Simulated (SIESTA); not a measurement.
The system is W.

```
W
1.0
    -1.58234    1.58234    1.58234
     1.58234   -1.58234    1.58234
     1.58234    1.58234   -1.58234
W
1
Cartesian
  0.0000 0.0000 0.0000
```

Base run:

```yaml
Program: SIESTA 5.4.2
Functional: revPBE
Potentials_or_basis: PseudoDojo 0.4 standard (PBE files)
Basis: DZP (energy shift 0.003 Ry; two zetas on semicore shells)
Grid_cutoff: 800 Ry
Energy_shift: 0.003 Ry
k_mesh: 12 × 12 × 12
Occupations: fermi-dirac, width 0.05 eV
Spin: no spin polarisation
```

Its results: band gap on the k mesh none (metal or under the smearing width); pressure 12.5 GPa.

Q: After a change of settings the same cell gave: band gap on the k mesh none (metal or under the smearing width); pressure 13.4 GPa. Which change was it?
A. functional from revPBE to PBEsol; potentials or basis from PseudoDojo 0.4 standard (PBE files) to PseudoDojo 0.4 standard (PBEsol files)
B. functional from revPBE to RPBE
C. functional from revPBE to LDA; potentials or basis from PseudoDojo 0.4 standard (PBE files) to PseudoDojo 0.4 standard (LDA files)
D. functional from revPBE to PW91

A: B.

Caveats: short orbitals over semicore shells can move pressures by several GPa; the potentials were made for another functional, which shifts forces and pressure; the basis of atomic orbitals isn't converged, which shifts pressures, moduli and gaps.

Runs at the PBE level aren't shown here.
